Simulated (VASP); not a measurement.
PbSe (Clausthalite): relaxation of the atoms with PBE+D3(BJ)

The system is PbSe (Clausthalite).

```
Pb Se
1.0
     0.00000    3.00461    3.00461
     3.00461    0.00000    3.00461
     3.00461    3.00461    0.00000
Pb Se
1 1
Cartesian
  0.0000 0.0000 0.0000
  3.0046 3.0046 3.0046
```

The cell isn't the ideal one: a relaxed cell with its volume scaled by 0.94.

- Program: VASP 6.6.1
- Task: relaxation of the atoms
- Functional: PBE
- Dispersion: D3(BJ)
- Potentials or basis: VASP PAW PBE potentials, release 64 (Pb_d, Se)
- Cutoff: 600 eV
- k mesh: 8 × 8 × 8
- Occupations: gaussian, width 0.03 eV
- Spin: no spin polarisation
- Further INCAR settings: ALGO = Normal; EDIFF = 1e-07; IBRION = 2; EDIFFG = -0.01; NSW = 40

The pressure after relaxing is 3.7 GPa and the band gap on the k mesh is 0.09 eV, direct. The dispersion energy per atom is -0.390 eV.

Final structure:
```
CELL_PARAMETERS angstrom
0.00000 3.00461 3.00461
3.00461 0.00000 3.00461
3.00461 3.00461 0.00000
ATOMIC_POSITIONS crystal
Pb 0.00000 0.00000 0.00000
Se 0.50000 0.50000 0.50000
```

Levels at points of the mesh, in eV from the valence-band top:
| k point | band 7 | band 8 | band 9 | band 10 | band 11 | band 12 | band 13 | band 14 |
| --- | --- | --- | --- | --- | --- | --- | --- | --- |
| (0.00, 0.00, 0.00) | -6.27 | -2.20 | -2.20 | -2.20 | 4.78 | 4.78 | 4.78 | 6.33 |
| (0.50, 0.00, 0.00) | -9.20 | -1.74 | -1.74 | 0.00 | 0.09 | 1.51 | 1.51 | 8.56 |
| (0.50, 0.50, 0.00) | -7.54 | -5.52 | -3.65 | -3.65 | 3.39 | 5.77 | 5.77 | 6.23 |

Wall time 14 s on 1 thread of Intel(R) Xeon(R) 6975P-C (Granite Rapids), on a shared host, peak memory 0.22 GiB.

Caveat: the relaxation stopped at its first step, so nothing moved; spin-orbit coupling is left out, which as a rule narrows the gap of such compounds by several tenths of an eV. A k mesh can miss the band edges.
